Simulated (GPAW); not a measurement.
C:

```
CELL_PARAMETERS angstrom
0.00000 1.78337 1.78337
1.78337 0.00000 1.78337
1.78337 1.78337 0.00000
ATOMIC_POSITIONS crystal
C 0.75000 0.75000 0.75000
C 0.50000 0.50000 0.50000
```

This isn't the form of C at room conditions, which is graphite.

Base run:

- Program: GPAW 26.7.0
- Functional: PBE
- Potentials or basis: GPAW PAW data sets (gpaw-data 1.2.1)
- Cutoff: 600 eV
- Basis: pw
- k mesh: 10 × 10 × 10
- Occupations: fermi-dirac, width 0.001 eV
- Spin: no spin polarisation

Its results: band gap on the k mesh 4.17 eV, indirect (least direct gap 5.60 eV).

Problem. The run is repeated on the same cell with these changes: functional from PBE to r2SCAN; cutoff from 600 eV to 800 eV; occupations from fermi-dirac, width 0.001 eV to fermi-dirac, width 0.05 eV. What comes out?

Solution. Band gap on the k mesh 4.39 eV, indirect (least direct gap 5.87 eV).

Caveats: the long-wavelength limit can be off by a per cent or two (some runs).

A k mesh can miss the band edges.
